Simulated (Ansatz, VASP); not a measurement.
# Two plane-wave programs on TaN

Contents of INCAR:

```
ALGO = Normal ; EDIFF = 1E-7
ENCUT = 520 ; GGA = PS
ISIF = 2 ; ISMEAR = 0
LASPH = True ; LCHARG = False
LREAL = False ; LWAVE = False
NBANDS = 15 ; NELM = 100
PREC = Accurate ; SIGMA = 0.15
```

File KPOINTS:

```
k-points
0
Gamma
  21 21 18
```

POSCAR

```
TaN
1.0
    2.9626729122      0.0000000000      0.0000000000
   -1.4813364561      2.5657500051      0.0000000000
    0.0000000000      0.0000000000      2.6844779257
Ta N
1 1
Direct
    0.3333333333      0.6666666667      0.5000000000
    0.0000000000      0.0000000000      0.0000000000
```

Input for Ansatz:

```yaml
crystal:
  lattice:
    - [2.9626729122, 0.0, 0.0]
    - [-1.4813364561, 2.5657500051, 0.0]
    - [0.0, 0.0, 2.6844779257]
  atoms:
    - { symbol: Ta, position: [0.3333333333, 0.6666666667, 0.5] }
    - { symbol: "N", position: [0.0, 0.0, 0.0] }
basis:
  ecutwfc: 520.0
kpoints:
  mp_grid: { grid: [21, 21, 18] }
hamiltonian:
  xc: pbesol
scf:
  occupations: { method: gaussian, width: 0.15 }
output:
  forces: true
  stress: true
  eigenvalues: true
```

Alike in both runs: task single point; functional PBEsol; k mesh 21 × 21 × 18; occupations gaussian, width 0.15 eV; no spin polarisation.

```csv
,VASP,Ansatz
version,VASP 6.6.1,Ansatz 0.2.0
potentials or method,"VASP PAW PBE potentials, release 64 (Ta_pv, N)","scalar-relativistic, plane waves, PAW"
plane-wave cutoff (eV),520,520
valence electrons in the cell,16,18
```

|  | VASP | Ansatz | Ansatz less VASP |
| --- | --- | --- | --- |
| gap on the k mesh at the Fermi level (eV) | none | none | - |
| pressure (GPa) | 21.5 | 20.4 | -1.14 |
| largest component of the traceless stress (GPa) | 41.17 | 40.91 | -0.260 |

A gap of «none» marks a metal or a gap that the smearing closes. The two sets of potentials don't hold the same shells in valence.

Caveats: so large a pressure means that the cell lies far from this level's equilibrium, or that cutoff or potentials fall short (VASP); the potentials were made for another functional, which shifts forces and pressure (VASP). The runs have no spin-orbit coupling, so splittings on Ta are missing.
